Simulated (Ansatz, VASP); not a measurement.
**CuO in VASP and in Ansatz**

File INCAR:

```
ALGO = Normal
EDIFF = 1E-7
ENCUT = 520
GGA = CA
ISIF = 2
ISMEAR = -1
LASPH = T
LCHARG = F
LDAU = T
LDAUJ = 0 0
LDAUL = 2 -1
LDAUPRINT = 1
LDAUTYPE = 2
LDAUU = 8 0
LMAXMIX = 4
LREAL = F
LWAVE = F
NBANDS = 25
NELM = 150
PREC = Accurate
SIGMA = 0.05
```

File KPOINTS:

```
k-points
0
Gamma
  10 10 6
```

POSCAR

```
CuO
1.0
    3.1795331000      0.0000000000      0.0000000000
   -1.5897665500      2.7535564400      0.0000000000
    0.0000000000      0.0000000000      4.4314907300
Cu O
2 2
Direct
    0.0000000000      0.0000000000      0.0000000000
    0.0000000000      0.0000000000      0.5000000000
    0.3333333333      0.6666666667      0.2500000000
    0.6666666667      0.3333333333      0.7500000000
```

Contents of input.yaml:

```yaml
crystal:
  lattice:
    - [3.1795331, 0.0, 0.0]
    - [-1.58976655, 2.75355644, 0.0]
    - [0.0, 0.0, 4.43149073]
  atoms:
    - { symbol: Cu, position: [0.0, 0.0, 0.0] }
    - { symbol: Cu, position: [0.0, 0.0, 0.5] }
    - { symbol: O, position: [0.3333333333, 0.6666666667, 0.25] }
    - { symbol: O, position: [0.6666666667, 0.3333333333, 0.75] }
hamiltonian:
  xc: lda
  pseudopotentials: { kind: paw }
  hubbard: { sites: [{ species: Cu, l: d, u_eff: 8.0 }] }
kpoints:
  mp_grid: { grid: [10, 10, 6] }
scf:
  occupations: { method: fermi_dirac, width: 0.05 }
  n_extra_bands: 10
output:
  forces: true
  stress: true
  eigenvalues: true
  dos: { projected: true, de: 0.05, nscf_kmesh: { grid: [15, 15, 9] } }
```

Measurements of this composition are mostly on another form, of space group No. 15.

Alike in both runs: functional LDA; k mesh 10 × 10 × 6; occupations fermi-dirac, width 0.05 eV; no spin polarisation; Hubbard terms Cu d U = 8.0 eV.

```csv
,VASP,Ansatz
version,VASP 6.6.1,Ansatz 0.2.0
potentials or method,"VASP PAW LDA potentials, release 64 (Cu, O)",Ansatz PAW
plane-wave cutoff (eV),520,420
valence electrons in the cell,34,50
task,single point,projected density of states
```

|  | VASP | Ansatz | Ansatz less VASP |
| --- | --- | --- | --- |
| gap on the k mesh at the Fermi level (eV) | none | none | - |
| pressure (GPa) | -17.6 | -4.7 | +12.82 |
| largest component of the traceless stress (GPa) | 24.10 | 24.86 | +0.764 |

The programs project onto different local orbitals, so the same U acts differently. A gap of «none» marks a metal or a gap that the smearing closes. The two sets of potentials don't hold the same shells in valence.

Caveats: the run has no spin polarisation, though such a crystal can be magnetic; U without spin polarisation on a metal has little footing; the pressure holds a Pulay correction of +1.0 GPa for the finite cutoff (Ansatz); the PAW data sets come from PBE, with cores solved anew for the run's functional, which leaves a small shift of forces and pressure (Ansatz); the density of states is complete only up to the lowest level of the last band computed (Ansatz).
